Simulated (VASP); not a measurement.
# BaTe: the band gap, functional by functional, part 3 of 3

How does the band gap of BaTe depend on the functional? The starting structure is a measured crystal structure from the Crystallography Open Database. Cell and atoms stay as given. Meshes and data sets differ where the inputs say so.

VASP 6.6.1.

Results so far: LDA 1.377 eV; PBE 1.505 eV; r2SCAN 1.860 eV; LDA + spin-orbit coupling 1.094 eV; r2SCAN + spin-orbit coupling 1.588 eV.

The database entry behind the starting cell differs from later determinations by our own check (about 0.2 % short), so it need not match the best structure at ambient conditions.

## 9. Bands with HSE06

Level of this step: HSE06; plane waves and PAW (Ba_sv, Te) (VASP).

HSE06 mixes in a quarter of exact exchange at short range, at far higher cost; in semiconductors this cures much of the gap error, while metals seldom gain. This run uses a 4×4×4 mesh. Its starting orbitals come from a semilocal run on the same mesh, not shown.

INCAR reads:

```
SYSTEM = BaTe
PREC = Accurate
ENCUT = 350
EDIFF = 1E-06
NELM = 100
ISMEAR = 0
SIGMA = 0.03
LREAL = .FALSE.
ALGO = Normal
LHFCALC = .TRUE.
AEXX = 0.25
GGA = PE
HFSCREEN = 0.2
LASPH = .TRUE.
NBANDS = 14
PRECFOCK = Fast
LORBIT = 11
LWAVE = .FALSE.
LCHARG = .FALSE.
KPAR = 4
```

POSCAR reads:

```
BaTe
1.0
    0.0000000000      3.4930000000      3.4930000000
    3.4930000000      0.0000000000      3.4930000000
    3.4930000000      3.4930000000      0.0000000000
Ba Te
1 1
Direct
    0.0000000000      0.0000000000      0.0000000000
    0.5000000000      0.5000000000      0.5000000000
```

KPOINTS reads:

```
Automatic mesh
0
Gamma
4 4 4
0 0 0
```

KPOINTS_OPT reads:

```
Line mode
10
Line-mode
Reciprocal
  0.00000000   0.00000000   0.00000000 GAMMA
  0.50000000   0.00000000   0.50000000 X

  0.50000000   0.00000000   0.50000000 X
  0.50000000   0.25000000   0.75000000 W

  0.50000000   0.25000000   0.75000000 W
  0.37500000   0.37500000   0.75000000 K

  0.37500000   0.37500000   0.75000000 K
  0.00000000   0.00000000   0.00000000 GAMMA

  0.00000000   0.00000000   0.00000000 GAMMA
  0.50000000   0.50000000   0.50000000 L

  0.50000000   0.50000000   0.50000000 L
  0.62500000   0.25000000   0.62500000 U

  0.62500000   0.25000000   0.62500000 U
  0.50000000   0.25000000   0.75000000 W

  0.50000000   0.25000000   0.75000000 W
  0.50000000   0.50000000   0.50000000 L

  0.50000000   0.50000000   0.50000000 L
  0.37500000   0.37500000   0.75000000 K

  0.62500000   0.25000000   0.62500000 U
  0.50000000   0.00000000   0.50000000 X
```

Potentials, in the order of the species: Ba_sv and Te (PBE family, release 64).

On the command line:

```bash
$ mpirun -np 4 vasp_std
```

Numbers of over 12 decimals in the logs are rounded to 6 here.

The program printed:

```text
[banner, memory and clock lines left out]
running    4 mpi-ranks, on    1 nodes
[...]
LDA part: xc-table for (Slater+PW92), standard interpolation
 found WAVECAR, reading the header
 POSCAR, INCAR and KPOINTS ok, starting setup
[...]
reading WAVECAR
 the WAVECAR file was read successfully
 initial charge from wavefunction
 entering main loop
       N       E                     dE             d eps       ncg     rms          rms(c)
DAV:   1    -0.980176981878E+01   -0.98018E+01   -0.12573E+00   230   0.695E+00    0.100E+01
DAV:   2    -0.981270146065E+01   -0.10932E-01   -0.35280E-02   280   0.119E+00    0.657E+00
DAV:   3    -0.981129773742E+01    0.14037E-02   -0.14465E-03   278   0.249E-01    0.399E+00
DAV:   4    -0.981094223345E+01    0.35550E-03   -0.60069E-04   266   0.139E-01    0.242E+00
[...]
DAV:   9    -0.981086266724E+01   -0.12879E-05   -0.11081E-06   178   0.805E-03    0.176E-01
DAV:  10    -0.981086386317E+01   -0.11959E-05   -0.65312E-07   148   0.613E-03    0.102E-01
DAV:  11    -0.981086464472E+01   -0.78154E-06   -0.22694E-07   136   0.376E-03
   1 F= -.98108646E+01 E0= -.98108646E+01  d E =-.640847E-11
 Start KPOINTS_OPT (optional k-point list driver)
k-point batch [1-8\100]
       N       E                     dE             ncg
DAV:   1    -0.361945764060E+03   -0.16923E+04      224
DAV:   2    -0.981515492371E+03   -0.61957E+03      290
DAV:   3    -0.104713834202E+04   -0.65623E+02      290
DAV:   4    -0.104849133850E+04   -0.13530E+01      290
DAV:   5    -0.104851635976E+04   -0.25021E-01      316
DAV:   6    -0.104851683075E+04   -0.47099E-03      312
DAV:   7    -0.104851683559E+04   -0.48388E-05      212
DAV:   8    -0.104851683567E+04   -0.80666E-07      160
[...]
k-point batch [97-100\100]
       N       E                     dE             ncg
DAV:   1     0.116832624942E+04   -0.17720E+04      112
DAV:   2     0.894094244672E+03   -0.27423E+03      136
DAV:   3     0.869984013169E+03   -0.24110E+02      156
DAV:   4     0.869386016673E+03   -0.59800E+00      150
DAV:   5     0.869369885519E+03   -0.16131E-01      158
DAV:   6     0.869369570045E+03   -0.31547E-03      144
DAV:   7     0.869369560519E+03   -0.95262E-05      128
DAV:   8     0.869369560109E+03   -0.41001E-06      112
```

Run time: 14 min. Hardware: 4 MPI ranks of AMD EPYC 7R43, shared host; peak memory 1 GiB; 55 min of CPU time.

Parts of OUTCAR (step 9):

```text
 POSITION                                       TOTAL-FORCE (eV/Angst)
 -----------------------------------------------------------------------------------
      0.00000      0.00000      0.00000        -0.000000      0.000000      0.000000
      3.49300      3.49300      3.49300         0.000000     -0.000000     -0.000000
 -----------------------------------------------------------------------------------
    total drift:                               -0.000000     -0.000001     -0.000001

  FREE ENERGIE OF THE ION-ELECTRON SYSTEM (eV)
  ---------------------------------------------------
  free  energy   TOTEN  =        -9.8108646447 eV

  energy  without entropy=       -9.8108646447  energy(sigma->0) =       -9.81086464

[... 1 part as in an earlier step ...]

[... 2 further parts left out ...]
[key lines of the parts left out:]
E-fermi :   1.9204
```

HSE06 gives a least gap of 2.239 eV, and a least direct gap of 2.670 eV. The least gap is +0.862 eV from that of LDA, on another mesh, which alone can move a gap by some hundredths of an eV.

## 10. Bands with PBE0

PBE0 keeps a quarter of exact exchange at all ranges; it tends to overshoot small gaps. This run uses a 4×4×4 mesh. It starts from the orbitals of an earlier run, not shown.

Edit INCAR of step 9 so:

```diff
@@ -12,3 +12,2 @@
 GGA = PE
-HFSCREEN = 0.2
 LASPH = .TRUE.
@@ -16,2 +15,3 @@
 PRECFOCK = Fast
+HFRCUT = -1
 LORBIT = 11
```

POSCAR is that of step 9.

KPOINTS is that of step 9.

KPOINTS_OPT is that of step 9.

On the command line:

```bash
$ mpirun -np 4 vasp_std
```

The program printed:

```text
[banner, memory and clock lines left out]
running    4 mpi-ranks, on    1 nodes
[...]
LDA part: xc-table for (Slater+PW92), standard interpolation
 found WAVECAR, reading the header
 POSCAR, INCAR and KPOINTS ok, starting setup
[...]
HFRCUT set to (new)   10.920412
 reading WAVECAR
 the WAVECAR file was read successfully
 initial charge from wavefunction
 entering main loop
       N       E                     dE             d eps       ncg     rms          rms(c)
DAV:   1    -0.103181151188E+02   -0.10318E+02   -0.12700E+00   230   0.704E+00    0.102E+01
DAV:   2    -0.103349387178E+02   -0.16824E-01   -0.42788E-02   280   0.130E+00    0.686E+00
DAV:   3    -0.103336717926E+02    0.12669E-02   -0.16992E-03   278   0.286E-01    0.415E+00
DAV:   4    -0.103331996669E+02    0.47213E-03   -0.69786E-04   260   0.161E-01    0.250E+00
[...]
DAV:   9    -0.103331214702E+02   -0.15697E-05   -0.10153E-06   178   0.794E-03    0.188E-01
DAV:  10    -0.103331226638E+02   -0.11936E-05   -0.61356E-07   130   0.610E-03    0.110E-01
DAV:  11    -0.103331234122E+02   -0.74841E-06   -0.24227E-07   142   0.388E-03
   1 F= -.10333123E+02 E0= -.10333123E+02  d E =-.642586E-20
 Start KPOINTS_OPT (optional k-point list driver)
k-point batch [1-8\100]
       N       E                     dE             ncg
DAV:   1    -0.391864431356E+03   -0.17222E+04      224
DAV:   2    -0.102829498241E+04   -0.63643E+03      290
DAV:   3    -0.109502540559E+04   -0.66730E+02      282
DAV:   4    -0.109651999652E+04   -0.14946E+01      298
DAV:   5    -0.109654734697E+04   -0.27350E-01      308
DAV:   6    -0.109654782541E+04   -0.47845E-03      320
DAV:   7    -0.109654783051E+04   -0.50978E-05      212
DAV:   8    -0.109654783058E+04   -0.71986E-07      160
[...]
k-point batch [97-100\100]
       N       E                     dE             ncg
DAV:   1     0.115118005560E+04   -0.17892E+04      112
DAV:   2     0.869161169060E+03   -0.28202E+03      138
DAV:   3     0.845503053706E+03   -0.23658E+02      156
DAV:   4     0.844964757488E+03   -0.53830E+00      144
DAV:   5     0.844951775938E+03   -0.12982E-01      164
DAV:   6     0.844951575711E+03   -0.20023E-03      152
DAV:   7     0.844951573801E+03   -0.19102E-05      128
DAV:   8     0.844951573778E+03   -0.23159E-07      104
```

Wall time 13 min (4 MPI ranks); peak memory 0.69 GiB.

OUTCAR, selected parts (step 10):

```text
 POSITION                                       TOTAL-FORCE (eV/Angst)
 -----------------------------------------------------------------------------------
      0.00000      0.00000      0.00000         0.000000      0.000000     -0.000000
      3.49300      3.49300      3.49300        -0.000000     -0.000000      0.000000
 -----------------------------------------------------------------------------------
    total drift:                                0.000000      0.000000     -0.000000

  FREE ENERGIE OF THE ION-ELECTRON SYSTEM (eV)
  ---------------------------------------------------
  free  energy   TOTEN  =       -10.3331234122 eV

  energy  without entropy=      -10.3331234122  energy(sigma->0) =      -10.33312341

[... 2 parts as in an earlier step ...]

[... 1 further part left out ...]
[key lines of the parts left out:]
E-fermi :   1.6512
```

PBE0 gives a least gap of 2.878 eV, and a least direct gap of 3.326 eV. The least gap is +1.501 eV from that of LDA, on another mesh, which alone can move a gap by some hundredths of an eV.

## 11. Comparison

| level | ended | gap (eV) | least direct gap (eV) | mesh | core minutes |
| --- | --- | --- | --- | --- | --- |
| LDA | converged | 1.377 | 1.763 | 6×6×6 | 2.07 |
| PBE | converged | 1.505 | 1.889 | 6×6×6 | 2.0 |
| r2SCAN | converged | 1.86 | 2.249 | 6×6×6 | 8.13 |
| TB-mBJ | not converged | - | - | 6×6×6 | 12.7 |
| LDA + spin-orbit coupling | converged | 1.094 | 1.473 | 6×6×6 | 6.53 |
| r2SCAN + spin-orbit coupling | converged | 1.588 | 1.971 | 6×6×6 | 27.5 |
| TB-mBJ + spin-orbit coupling | not converged | - | - | 6×6×6 | 46.4 |
| HSE06 | converged | 2.239 | 2.67 | 4×4×4 | 55.5 |
| PBE0 | converged | 2.878 | 3.326 | 4×4×4 | 52.3 |

Core minutes are wall time times ranks of the run shown, on a shared host.

## 12. Summary of results

```json
{
  "gap, LDA": "1.377 eV",
  "gap, PBE": "1.505 eV",
  "gap, r2SCAN": "1.860 eV",
  "gap, LDA + spin-orbit coupling": "1.094 eV",
  "gap, r2SCAN + spin-orbit coupling": "1.588 eV",
  "gap, HSE06": "2.239 eV",
  "gap, PBE0": "2.878 eV"
}
```

Without spin-orbit coupling the gap of BaTe runs from 1.377 eV (LDA) to 2.878 eV (PBE0). HSE06 gives +0.73 eV from PBE, on another mesh, which alone can move a gap by some hundredths of an eV. Spin-orbit coupling changes the LDA gap by -0.284 eV. Spin-orbit coupling changes the r2SCAN gap by -0.272 eV. These are gaps between Kohn-Sham or generalised Kohn-Sham levels of a static lattice, without excitons or temperature. No result to use came from TB-mBJ and TB-mBJ + spin-orbit coupling. Further runs on this material are not shown.

[Lines on the potential files, build, host, timing and source positions are cut from VASP's logs without a mark.]

[Logs are printed without paths, hosts, clocks, repeated set-up lines and the standing remarks that a program may print on its own settings, such as how far it seeks lower states.]

[Hosts, paths, dates, database ids (printed as entryN), source tags and the programs' standing remarks are cut or masked in the printed files.]
